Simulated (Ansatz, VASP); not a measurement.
Mn in VASP and in Ansatz

INCAR

```
ALGO     = Normal         # electronic algorithm
EDIFF    = 1E-6           # SCF threshold, eV
EDIFFG   = -0.01          # ionic threshold
ENCUT    = 600            # plane-wave cutoff, eV
GGA      = RP             # functional
IBRION   = 2              # ionic algorithm
ISIF     = 3              # what is computed and relaxed
ISMEAR   = -1             # smearing method
ISPIN    = 2              # spin polarisation
LASPH    = T              # aspherical terms in the spheres
LCHARG   = F              # write CHGCAR
LMAXMIX  = 4              # l up to which the mixer works
LORBIT   = 11             # projections on sites
LREAL    = F              # projectors in reciprocal space
LWAVE    = F              # write WAVECAR
MAGMOM   = 3              # initial moments
NELM     = 150            # most SCF steps
NSW      = 80             # ionic steps
PREC     = Accurate       # precision mode
SIGMA    = 0.05           # smearing width, eV
```

Contents of KPOINTS:

```
k-points
0
Gamma
  13 13 13
```

Contents of POSCAR:

```
Mn
1.0
    2.3324620846      0.0000000000      0.0000000000
    0.0000000000      2.3324620846      0.0000000000
    0.0000000000      0.0000000000      2.3324620846
Mn
1
Direct
    0.0000000000      0.0000000000      0.0000000000
```

Input for Ansatz:

```yaml
crystal:
  lattice:
    - [2.3324620846, 0.0, 0.0]
    - [0.0, 2.3324620846, 0.0]
    - [0.0, 0.0, 2.3324620846]
  atoms:
    - { symbol: Mn, position: [0.0, 0.0, 0.0], spin: 3.0 }
hamiltonian:
  xc: rpbe
  pseudopotentials:
    kind: paw
    azcp:
      Mn: "pseudopotentials/Mn.paw.azcp"
basis:
  ecutwfc: 420
  fft_grid_basis: typed
kpoints:
  mp_grid: { grid: [13, 13, 13], shift: [0, 0, 0] }
magnetization:
  spin_polarized: true
scf:
  occupations: { method: fermi_dirac, width: 0.05 }
relax:
  max_steps: 60
  f_tol: 0.01
  cell: {}
```

The cell was built by a generator and needn't be a form met in nature.

Alike in both runs: task relaxation of cell and atoms; functional RPBE; k mesh 13 × 13 × 13; occupations fermi-dirac, width 0.05 eV; collinear spin.

|  | VASP | Ansatz |
| --- | --- | --- |
| version | VASP 6.6.1 | Ansatz 0.2.0 |
| potentials or method | VASP PAW PBE potentials, release 64 (Mn_pv) | plane waves (420 eV) with PAW, scalar-relativistic |
| plane-wave cutoff (eV) | 600 | 420 |
| valence electrons in the cell | 13 | 15 |

```csv
,VASP,Ansatz,Ansatz less VASP
net moment per atom (μB),0.63,0.62,-0.011
size of the moment on the site where the two differ most (μB),0.62,0.60,-0.028
relaxed volume (Å³/atom),12.33,12.31,-0.016
relaxed cell length with the largest relative difference (Å),2.310,2.309,-0.0010
energy change over the relaxation (meV/atom),-5,-6,-0.5
```

Site moments also hang on the region over which each program counts them. The two sets of potentials don't hold the same shells in valence.

Caveats: the PAW data sets were made with another functional, which shifts forces and pressure a little (VASP).
